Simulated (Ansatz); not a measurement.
## Magnetic states of cobalt, simple cubic

All numbers below come from Ansatz, DFT, revPBE, plane waves (420 eV) with PAW, scalar-relativistic. (PAW data from PBE, frozen cores regenerated.)

Each start was relaxed and then solved on a dense mesh, with Fermi-Dirac smearing of 0.05 eV (0.1 eV in a metal without spin) extrapolated to zero. Rows within 2 meV/atom of each other tie.

(1) Where does each start end, and how do the energies compare? Starts: non-magnetic; ferromagnetic.

Results:

(1) 
```tsv
start	ends	ΔE (meV/atom)	V (Å³/atom)
ferromagnetic	ferromagnetic, net 1.91 μB per atom	0.0	13.12
non-magnetic	spin not included	314.1	12.17
```
